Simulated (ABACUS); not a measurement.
The system is Ge.

```
Ge
1.0
    -2.57449    2.57449    1.39741
     2.57449   -2.57449    1.39741
     2.57449    2.57449   -1.39741
Ge
2
Direct
  0.50000 0.50000 0.00000
  0.25000 0.75000 0.50000
```

This isn't the form of Ge at room conditions, which is diamond.

```yaml
Program: ABACUS 3.10.1
Task: relaxation of cell and atoms
Functional: TM
Potentials_or_basis: SG15 ONCV 1.2 PBE
Cutoff: 1238 eV
Density_cutoff: 4952 eV
Basis: plane waves
k_mesh: 7 × 7 × 7
Occupations: fermi-dirac, width 0.05 eV
Spin: no spin polarisation
```

At the start: pressure -3.9 GPa; volume 18.52 Å³/atom.

Task: Where does the relaxation end?

Result: Over 7 steps the energy falls by 13.4 meV/atom and the volume is 17.68 Å³/atom (-4.5 %); space group I4_1/amd (No. 141, to 0.05 Å).

Step by step:
```tsv
step	energy change (eV)	largest force (eV/Å)	pressure (GPa)	volume (Å³)
1	0.0000	0.0000	-3.93	37.05
2	-0.0087	0.0000	-3.23	36.69
3	-0.0250	0.0000	0.71	35.02
4	-0.0256	0.0000	0.21	35.21
5	-0.0261	0.0000	0.01	35.30
6	-0.0268	0.0000	-0.20	35.41
7	-0.0269	0.0000	-0.07	35.36
```

Final structure:
```xyz
2
Lattice="-2.5150 2.5150 1.3977 2.5150 -2.5150 1.3977 2.5150 2.5150 -1.3977" Properties=species:S:1:pos:R:3 pbc="T T T"
Ge    0.0000    0.0000    1.3977
Ge    2.5150    0.0000    0.6988
```

Caveat: the k mesh is coarse (spacing up to 0.37 Å⁻¹), so the values aren't converged; the potentials were made for another functional, which shifts forces and pressure.
